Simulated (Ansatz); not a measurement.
# SiMo3: random displacements

Method: Ansatz 0.2.0, DFT PBE, scalar-relativistic, plane waves, PAW. Cutoff 420 eV, Γ-centred 8×8×8 k-points, Gaussian smearing of 0.15 eV. No spin polarisation. Energies are free energies at this smearing, counted from the undisturbed cell; pressure is positive in compression.

Reference structure (relaxed at this level; it needn't be the usual structure):

```yaml
crystal:
  lattice:
    - [4.90645, 0.00000, 0.00000]
    - [0.00000, 4.90645, 0.00000]
    - [0.00000, 0.00000, 4.90645]
  atoms:
    - { symbol: Si, position: [0.00000, 0.00000, 0.00000] }
    - { symbol: Si, position: [0.50000, 0.50000, 0.50000] }
    - { symbol: Mo, position: [0.25000, 0.00000, 0.50000] }
    - { symbol: Mo, position: [0.50000, 0.75000, 0.00000] }
    - { symbol: Mo, position: [0.75000, 0.00000, 0.50000] }
    - { symbol: Mo, position: [0.50000, 0.25000, 0.00000] }
    - { symbol: Mo, position: [0.00000, 0.50000, 0.75000] }
    - { symbol: Mo, position: [0.00000, 0.50000, 0.25000] }
```

The atoms are displaced (Å, in the unstrained cell):

```csv
atom,ux,uy,uz
Si1,-0.242,-0.262,0.142
Si2,-0.072,0.267,0.354
Mo3,-0.031,-0.170,0.032
Mo4,0.159,0.047,-0.155
Mo5,0.303,-0.018,0.288
Mo6,0.359,0.238,-0.163
Mo7,-0.627,0.045,-0.671
Mo8,0.152,-0.146,0.173
```

Strain (Voigt, engineering shear): (-0.0196, -0.0020, 0.0034, -0.0200, 0.0447, -0.0053).

Question: What are the energy change, the stress and the forces?

Answer: ΔE = 2227.6 meV/atom; stress (xx, yy, zz, yz, xz, xy; compression positive) (90.25, 52.90, 78.48, 4.13, -24.22, -6.38) GPa.
```tsv
atom	Fx (eV/Å)	Fy	Fz
Si1	5.01	1.54	0.90
Si2	-14.70	-1.61	-7.03
Mo3	4.59	2.28	-0.41
Mo4	-5.36	2.65	6.49
Mo5	-5.69	1.58	-4.14
Mo6	-3.69	-3.63	4.68
Mo7	9.74	-0.66	23.05
Mo8	10.09	-2.17	-23.54
```

Cost: 1 run of about 5.1 core-minutes, on AMD EPYC (Zen 3) (shared hosts).